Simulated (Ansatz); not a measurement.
The system is LuH2.

```
Lu H
1.0
     0.00000    2.51650    2.51650
     2.51650    0.00000    2.51650
     2.51650    2.51650    0.00000
Lu H
1 2
Cartesian
  0.0000 0.0000 0.0000
  3.7748 3.7748 3.7748
  1.2583 1.2583 1.2583
```

Base run:

```yaml
Program: Ansatz 0.2.0
Functional: PBEsol
Potentials_or_basis: all-electron LAPW, scalar-relativistic
Cutoff: 234 eV (chosen from the basis error)
Basis_error_allowed: 0.002 eV/atom
k_mesh: 9 × 9 × 9
Occupations: fermi-dirac, width 0.05 eV
Spin: no spin polarisation
```

Its results: pressure -4.0 GPa.

The run is repeated on the same cell with these changes: functional from PBEsol to LDA. What comes out?

Pressure -6.8 GPa.

LDA binds more tightly than PBEsol, so the same cell stands under less pressure.
